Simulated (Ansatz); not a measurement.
# Si (I4_1/amd) in Ansatz: reference runs

Reference runs on Si: the cell as given and a disturbed copy.

All numbers are computed with Ansatz 0.2.0; they aren't measurements. Logs are shortened: lines on timing, memory, paths and dates and some standing lists are left out, and cuts for length are marked.

## Step 1: Starting point

Symmetry: I4_1/amd, No. 141, tetragonal system. Conventional cell: a = 4.743 Å, b = 4.743 Å, c = 2.659 Å, α = 90.00°, β = 90.00°, γ = 90.00°. Si (site symmetry -4m2) is surrounded by 6 Si at 2.46 to 2.66 Å.

This isn't the form of Si at room conditions, which is diamond.

## Step 2: Single point, PBE

input.yaml

```yaml
crystal:
  lattice:
    - [-2.3713723045, 2.3713723045, 1.3292653899]
    - [2.3713723045, -2.3713723045, 1.3292653899]
    - [2.3713723045, 2.3713723045, -1.3292653899]
  atoms:
    - { symbol: Si, position: [0.5, 0.5, 0.0] }
    - { symbol: Si, position: [0.25, 0.75, 0.5] }
hamiltonian:
  xc: pbe
  pseudopotentials: { kind: paw }
kpoints:
  mp_grid: { grid: [11, 11, 11] }
scf:
  occupations: { method: fermi_dirac, width: 0.05 }
output:
  forces: true
  stress: true
  eigenvalues: true
```

Potentials or basis: Ansatz PAW.

The run is started by

```
$ ansatz run input.yaml --threads 2 --pin off --max-ram 5120MiB --backend cpu --events-out ev --progress --plain --runs-dir out
```

Log:

```text
Warning: RAYON_NUM_THREADS=2 ignored (pool sized by the plan → 2); use --threads N
Engine: ansatz 0.2.0, x86_64-unknown-linux-gnu
Pseudopotentials: kind: paw
Pseudopotential: Si, paw, valence charge 4, recommended cutoff 420 eV (normal), Si.paw.azcp
Functional definition: PBE
  parameter kappa = 0.804
  parameter beta = 0.06672455060314922
  exchange = pbe_x(kappa = kappa, mu = beta*pi^2/3)
  correlation = pbe_c(beta = beta)
Crystal: 2 atoms, lattice volume = 29.900 Å³
Basis set: ecut = 420 eV, 581 PW (Γ), exchange–correlation on 50×50×50 points (8 copies of the dense FFT grid, shifted against one another)
Bands: 8, of which v1, the nominal top of the filled ones, is band 4 counted from 1 (3 counted from 0)
Symmetry: 16 space group operations
Space group: I41/amd (ITA 141), of the structure as read, at distance tolerance 3.1e-5 Å
k-points: 126 of 1331
Non-local potential: Si, projectors of the file, l = 0: 2, l = 1: 2, l = 2: 2
PAW form: soft (Blöchl's): semilocal exchange-correlation on the pseudo side does not see the compensation charge
PAW one-centre angular grid: Si, 110 points (default); XC on 64 Gauss nodes
Initial density: superposition of atomic densities (neutral atoms: chi_scale 0, normalization atom), corrected by the library's trained network
Initial wavefunctions: pseudopotential atomic-orbital guess
Functional: x = pbe(κ = 0.804, μ = 0.2195149727645171), c = pbe(β = 0.06672455060314922)
SCF iter   1: F=—  HF=-1271.024220 eV  |F-HF|=—  |Δ(HF+E_count)|=         —  Δρ=1.54e-3  dr2=2.43e-4  ethr=1.77e-3  ⟨swp⟩=5.2  Hψ=8228  notcnv=0
preconditioner: auto → none  [metal: Δε(μ)=0.026 eV  Ē_g=10.225 eV  σ=0.050 eV  W_gap=0.13  n_scr=4 (ndim 8)  ℏωp=19.2 eV  f_vac=0.000  D(μ)=0.83/eV (n_scr^D=4)  sad-step TF]
SCF iter   2: F=—  HF=-1271.024396 eV  |F-HF|=—  |Δ(HF+E_count)|=   1.76e-4  Δρ=8.96e-4  dr2=8.10e-5  ethr=3.04e-6  ⟨swp⟩=2.2  Hψ=2316  notcnv=0
SCF iter   3: F=—  HF=-1271.024495 eV  |F-HF|=—  |Δ(HF+E_count)|=   9.94e-5  Δρ=7.55e-5  dr2=1.41e-6  ethr=1.01e-6  ⟨swp⟩=2.0  Hψ=1510  notcnv=0
SCF iter   4: F=—  HF=-1271.024495 eV  |F-HF|=—  |Δ(HF+E_count)|=   1.79e-7  Δρ=2.45e-5  dr2=1.33e-7  ethr=1.76e-8  ⟨swp⟩=1.0  Hψ=1003  notcnv=0
iter 5 did not close the SCF: its close was put off for the readings that it lacked (scf_convergence_deferred on its scf_iter line)
SCF iter   5: F=-1271.024495 eV  HF=-1271.024495 eV  |F-HF|=4.19e-10  |Δ(HF+E_count)|=   1.75e-8  Δρ=1.97e-6  dr2=1.05e-9  ethr=1.66e-9  ⟨swp⟩=2.0  Hψ=1506  notcnv=0
SCF iter   6: F=-1271.024495 eV  HF=-1271.024495 eV  |F-HF|=1.48e-11  |Δ(HF+E_count)|=  3.93e-10  Δρ=3.56e-7  dr2=3.30e-11  ethr=1.31e-11  ⟨swp⟩=1.1  Hψ=3097  notcnv=0
SCF 1 converged in 6 iterations: F = -1271.024495 eV  dr2 = 3.30e-11
SCF converged after 6 iterations
Free energy (F): -1271.024495 eV
Harris-Foulkes:  -1271.024495 eV  (|F-HF|=1.48e-11)
Internal energy: -1271.017679 eV  (E = F + TS)
E sigma→0 (E₀):  -1271.021087 eV
Entropy (-TS):   -0.006816 eV (-3.408 meV/atom)
Fermi energy:    9.943499 eV
--- Per-component energies (eV) ---
  E_band       = 35.465509
  E_kinetic    = 82.716559
  E_local      = -3.120313  (includes V_loc(G=0)·N_el)
  E_nonlocal   = 51.197834
  E_hartree    = 2.317014
  E_xc         = -111.909730
  E_vxc        = -95.572095  (∫ρ·V_xc dr)
  E_paw        = -1024.946324  (= ΣΔE_a)
  E_vpaw       = -4.390523  (= ΣTr[D̂ρ^β])
  E_aug_tail   = 0.000013  (compensation charges beyond the density's cutoff)
  E_ewald      = -267.272733
  E_smearing   = -0.006816  (= −TS)
  E_closure    = 0.000000  (closes the sum)
  Σ components = -1271.024495   (vs F -1271.024495, Δ=0.00e0)
--- Forces (eV/Å), atoms counted from 1 ---
  atom   1  Si     0.00000000    -0.00000000     0.00000000
  atom   2  Si     0.00000000     0.00000000     0.00000000
  max |Σ_I F_I| component: 1.73e-17 eV/Å
--- Stress (GPa, compression-positive) ---
        3.773233       0.000000      -0.000000
        0.000000       3.773233      -0.000000
        0.000000       0.000000       2.096381
  P = ⅓ Tr σ = 3.2143 GPa (32.143 kbar)
--- Band table (eV; the first three rows and the last of 126) ---
  k-point 0: bands = ["-3.9701", "7.4895", "7.4895", "8.1964", "11.4892", "17.4577", "19.0707", "19.0792"]
  k-point 1: bands = ["-3.8645", "6.0645", "7.5847", "9.1708", "12.2044", "16.4490", "18.4331", "18.9437"]
  k-point 2: bands = ["-3.5478", "4.2982", "7.8700", "9.8928", "14.0259", "14.9232", "17.1687", "18.6558"]
  k-point 125: bands = ["1.0964", "1.7287", "3.1193", "3.7441", "15.4800", "15.4968", "22.4913", "22.9968"]
```

Run time: 1 s. Hardware: 2 threads of Intel Xeon Platinum 8488C (Sapphire Rapids), shared host; peak memory 0.34 GiB.

What came out:

```
Free energy            : -1271.0245 eV
Pressure               : 3.2 GPa
Band gap on the k mesh : none (metal or under the smearing width)
```

Levels at points of the mesh, in eV from the Fermi level:
```
           k point  band 1  band 2  band 3  band 4  band 5  band 6  band 7  band 8
(0.00, 0.00, 0.00)  -13.91   -2.45   -2.45   -1.75    1.55    7.51    9.13    9.14
```

## Step 3: Single point, PBE (atoms moved at random, drawn with an rms of 0.05 Å)

input.yaml, as its differences from that of step 2:

```diff
@@ -6,4 +6,4 @@
   atoms:
-    - { symbol: Si, position: [0.5, 0.5, 0.0] }
-    - { symbol: Si, position: [0.25, 0.75, 0.5] }
+    - { symbol: Si, position: [0.500617, 0.504993, -0.009059] }
+    - { symbol: Si, position: [0.25566, 0.759012, 0.494937] }
 hamiltonian:
```

Potentials or basis: Ansatz PAW.

The run is started by

```
$ ansatz run input.yaml --threads 2 --pin off --max-ram 5120MiB --backend cpu --events-out ev --progress --plain --runs-dir out
```

Run time: 4.8 s. Hardware: 2 threads of Intel Xeon Platinum 8488C (Sapphire Rapids), shared host; peak memory 0.47 GiB.

The run converged. Its results:

| Quantity | Value |
| --- | --- |
| Free energy | -1271.0239 eV |
| Pressure | 3.2 GPa |
| Largest force | 0.079 eV/Å |
| Band gap on the k mesh | none (metal or under the smearing width) |

Forces on the atoms (eV/Å):
```
Si   0.042  0.068  0.005
Si  -0.042 -0.068 -0.005
```

Stress tensor (GPa, compression positive):
```
 3.91 -0.02  0.03
-0.02  3.69 -0.04
 0.03 -0.04  2.08
```

Levels at points of the mesh, in eV from the Fermi level:
| k point | band 2 | band 3 | band 4 | band 5 | band 6 | band 7 |
| --- | --- | --- | --- | --- | --- | --- |
| (0.00, 0.00, 0.00) | -2.46 | -2.45 | -1.75 | 1.55 | 7.52 | 9.11 |
